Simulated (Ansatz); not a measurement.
**Ca: substituted relatives**

One table from this session's results is given with a row withheld; the runs are named, their logs left out.

Program: Ansatz 0.2.0. Level of theory: DFT PBE, scalar-relativistic, plane waves, PAW. These are calculated values, not measurements.

1 further run of the same task is left out (set aside as unsound or not needed).

### The structure to begin with

The structure is tetragonal, space group I4/mmm (No. 139). The conventional cell has a = 3.910 Å, b = 3.910 Å, c = 5.511 Å, α = 90.00°, β = 90.00°, γ = 90.00°. Ca (site symmetry 4/mmm) is surrounded by 12 Ca at 3.90 to 3.91 Å.

Structure file:

```cif
data_structure
_symmetry_space_group_name_H-M 'P 1'
_symmetry_Int_Tables_number 1
_cell_length_a 3.9034
_cell_length_b 3.9034
_cell_length_c 3.9034
_cell_angle_alpha 119.881
_cell_angle_beta 119.893
_cell_angle_gamma 90.196
_cell_volume 42.13
loop_
_atom_site_label
_atom_site_type_symbol
_atom_site_fract_x
_atom_site_fract_y
_atom_site_fract_z
_atom_site_occupancy
Ca1 Ca 0.50000 0.50000 0.00000 1
```

It goes back to an entry of the Materials Project, which need not be the stable form.

This cell was relaxed beforehand with the same method: volume 42.13 Å³/atom, gap on the mesh none (metal).

The first run:

Input file input.yaml:

```yaml
crystal:
  lattice:
    - [-1.5388234271, 1.5385510785, 2.1685840146]
    - [1.5388234271, -1.5385510785, 2.1685840146]
    - [1.5388234271, 1.5385510785, -2.1685840146]
  atoms:
    - { symbol: Ni, position: [0.5, 0.5, 0.0], spin: 2.0 }
basis:
  ecutwfc: 420
kpoints:
  mp_grid: { grid: [8, 8, 8] }
hamiltonian:
  xc: pbe
scf:
  occupations: { method: gaussian, width: 0.1 }
  lower_state_search: "off"
output:
  forces: true
  stress: true
  eigenvalues: true
  populations: true
magnetization:
  spin_polarized: true
```

Among the steps run: A first look at the start (Ni); Coarse relaxation (Ni); The relaxation (Ni).

One table of the session follows, with a row left open; its other results are not shown here.

It belongs to the step «The crystals compared». Lengths are those of the vectors of the cell that was run:

| swap | volume (Å³/atom) | a (Å) | b (Å) | c (Å) |
| --- | --- | --- | --- | --- |
| none | 42.13 | 3.903 | 3.903 | 3.903 |
| Ca → Cd | ? | ? | ? | ? |
| Ca → Be | 7.87 | 2.233 | 2.233 | 2.233 |
| Ca → Cu | 11.95 | 2.566 | 2.566 | 2.566 |
| Ca → Ni | 10.90 | 2.488 | 2.488 | 2.488 |

**Question.** Estimate the row for Ca → Cd.

**Answer.** volume (Å³/atom): 22.87; a (Å): 3.186; b (Å): 3.186; c (Å): 3.186. In the column «volume (Å³/atom)» it lies between Ca → Cu (11.95) and none (42.13).

Lengths are those of the computed cell. Rows of earlier swaps come from the sessions before.

Caveats from the session: Warnings in the runs' records: structure snapped to symmetry.
